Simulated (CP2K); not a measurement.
## Nb under changes of volume

One of the cells (18.428 Å³/atom); the others are scaled copies at fixed shape and fractional positions:

```
Nb
1.0
     2.88205    0.00000    0.00000
    -0.96068    2.71722    0.00000
    -0.96068   -1.35861    2.35318
Nb
1
Direct
  0.00000 0.00000 0.00000
```

```yaml
Program: CP2K 2026.2
Functional: PBEsol
Potentials_or_basis: POTENTIAL_UZH Nb GTH-PBE-q13; TZVP-MOLOPT-PBE-GTH basis
Density_cutoff: 6123 eV
k_mesh: 11 × 11 × 11
Occupations: fermi-dirac, width 0.01 eV
Spin: no spin polarisation
```

| volume (Å³/atom) | energy over the lowest point (meV/atom) | pressure (GPa) |
| --- | --- | --- |
| 17.322 | 4.81 | 4.1 |
| 17.691 | 0.00 | 0.3 |
| 18.060 | ? | ? |
| 18.428 | 14.31 | -6.2 |
| 18.797 | 31.68 | -9.1 |
| 19.165 | 55.87 | -11.9 |
| 19.534 | 86.36 | -14.6 |

Problem. What does the run at 18.060 Å³/atom give?

Solution. Energy over the lowest point 3.39 meV/atom; pressure -3.2 GPa.

Worked out: A Birch-Murnaghan fit of order 3 (a polynomial in V^(-2/3)) to the other rows has its minimum at 17.72 Å³/atom with B0 = V·E''(V) = 164 GPa (rough, since the energies scatter). It gives 3.42 meV/atom at 18.060 Å³/atom, against the run's 3.39, and -dE/dV = -3.1 GPa, against -3.2.

Energies are extrapolated to zero smearing.

Caveats: the potentials were made for another functional, which shifts forces and pressure; the basis of atomic orbitals isn't converged, which shifts pressures, moduli and gaps.
